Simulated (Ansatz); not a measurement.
Here is an Ansatz 0.2.0 calculation.

input.yaml

```yaml
crystal:
  lattice:
    - [3.81369522, 0.0, 0.0]
    - [0.0, 3.81369522, 0.0]
    - [0.0, 0.0, 4.8869133]
  atoms:
    - { symbol: Sn, position: [0.5, 0.0, 0.76462614] }
    - { symbol: Sn, position: [0.0, 0.5, 0.23537386] }
    - { symbol: O, position: [0.0, 0.0, 0.0] }
    - { symbol: O, position: [0.5, 0.5, 0.0] }
kpoints:
  mp_grid: { grid: [7, 7, 6] }
scf:
  occupations: { method: fermi_dirac, width: 0.05 }
hamiltonian:
  xc: pbesol
  pseudopotentials: { kind: all_electron, lapw: { basis_error: 0.002 } }
output: {}
phonons:
  method: fd
  supercell: [1, 1, 1]
```

Potentials or basis: all-electron LAPW, scalar-relativistic.

Run with:

```sh
$ ansatz run input.yaml --threads 2 --pin off --max-ram 8192MiB --backend cpu --events-out ev --progress --plain --runs-dir out
```

Q: Predict the highest phonon frequency at Γ, LO-TO splitting left out.

A: 450 cm⁻¹.

Q: What does it give for the largest force?

A: 0.071 eV/Å.

Q: Predict the band gap on the k mesh.

A: 0.36 eV, indirect (least direct gap 1.99 eV).

Forces on the atoms (eV/Å):
```
Sn   0.000  0.000 -0.071
Sn   0.000  0.000  0.071
O    0.000  0.000  0.000
O    0.000  0.000  0.000
```

Caveat: a metal's response needs a denser mesh; spin-orbit coupling is left out, which moves the levels of the heavy elements; an odd mesh through Γ misses points on the zone boundary, where band edges often lie.
